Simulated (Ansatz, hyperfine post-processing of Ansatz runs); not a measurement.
# Ca2CoSi2O7: isotropic lines and sites in a paramagnetic 29Si spectrum

Calculated values: DFT, PBEsol+U, plane-wave PAW, default files (PAW set soft_2), collinear spin, scalar-relativistic (Ansatz), contact and point-dipole shifts scaled to 330 K with Θ = 0 K (a pure Curie law); spin-only moments, above the ordering temperature.

```xyz
24
Lattice="7.8444 0.0000 0.0000 0.0000 7.8444 0.0000 0.0000 0.0000 5.0265" Properties=species:S:1:pos:R:3 pbc="T T T"
Co    3.9222    3.9222    0.0000
Co    0.0000    0.0000    0.0000
Ca    6.5063    2.5841    2.5180
Ca    5.2603    6.5063    2.5085
Ca    1.3381    5.2603    2.5180
Ca    2.5841    1.3381    2.5085
Si    5.0312    1.1090    0.3444
Si    6.7354    5.0312    4.6821
Si    2.8132    6.7354    0.3444
Si    1.1090    2.8132    4.6821
O     2.4705    3.2757    3.8983
O     3.2757    5.3739    1.1282
O     5.3739    4.5687    3.8983
O     4.5687    2.4705    1.1282
O     6.3927    0.6465    1.1282
O     7.1979    6.3927    3.8983
O     1.4517    7.1979    1.1282
O     0.6465    1.4517    3.8983
O     5.0521    1.1299    3.7650
O     6.7145    5.0521    1.2615
O     2.7923    6.7145    3.7650
O     1.1299    2.7923    1.2615
O     3.9222    0.0000    0.9315
O     0.0000    3.9222    4.0950
```

29Si MAS at 7.05 T (59.7 MHz), 30 kHz, 330 K; contact and dipolar shift alone, no orbital or quadrupolar part; lines under 1.5 % of the strongest are left out. Lines of the NMR spectrum (strongest = 100):

```tsv
position (ppm)	intensity
744.7	2.9
1247.4	32
1750.1	100
2252.7	20
2755.4	7.9
```

Q: Find the isotropic shifts among the lines and assign them to the Si sites.

Sidebands are spaced by 503 ppm (the spinning rate over the resonance of 59.7 MHz). An isotropic line need not be the tallest: it is the area-weighted centre of its own family of sidebands, and the one that stays put when the rate is changed. Isotropic shifts: 1750 ppm for atom 7 and the 3 atoms equivalent to it (2 Co through links of 116° (2)), reduced anisotropy 898 ppm.

[Logs are printed without paths, hosts, clocks, repeated set-up lines and the standing remarks that a program may print on its own settings, such as how far it seeks lower states.]

[Hosts, paths, dates, database ids (printed as entryN), source tags and the programs' standing remarks are cut or masked in the printed files.]
